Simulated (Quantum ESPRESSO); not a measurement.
# TiNi under changes of volume

One of the cells (13.340 Å³/atom); the others are scaled copies at fixed shape and fractional positions:

```xyz
2
Lattice="2.9881 0.0000 0.0000 0.0000 2.9881 0.0000 0.0000 0.0000 2.9881" Properties=species:S:1:pos:R:3 pbc="T T T"
Ni    0.0000    0.0000    0.0000
Ti    1.4940    1.4940    1.4940
```

The cell comes from a database or a generator and needn't be the stable form of this composition.

* Program: Quantum ESPRESSO 7.5
* Functional: PBEsol
* Potentials or basis: GBRV 1.5 PBEsol
* Cutoff: 612 eV
* Density cutoff: 4898 eV
* k mesh: 9 × 9 × 9
* Occupations: fermi-dirac, width 0.05 eV
* Spin: collinear spin, ferromagnetic start
* Starting moments: [1.0, 1.0] μB

```csv
volume (Å³/atom),energy over the lowest point (meV/atom),pressure (GPa)
12.539,?,?
12.806,3.58,4.0
13.073,0.00,0.2
13.340,2.43,-3.2
13.606,10.27,-6.3
13.873,22.98,-9.0
14.140,40.06,-11.5
```

Question: What does the run at 12.539 Å³/atom give?

Answer: Energy over the lowest point 13.87 meV/atom; pressure 8.3 GPa.

Worked out: A Birch-Murnaghan fit of order 3 (a polynomial in V^(-2/3)) to the other rows has its minimum at 13.09 Å³/atom with B0 = V·E''(V) = 176 GPa and B' = 4.3. It gives 13.90 meV/atom at 12.539 Å³/atom, against the run's 13.87, and -dE/dV = 8.4 GPa, against 8.3.

Energies are extrapolated to zero smearing.
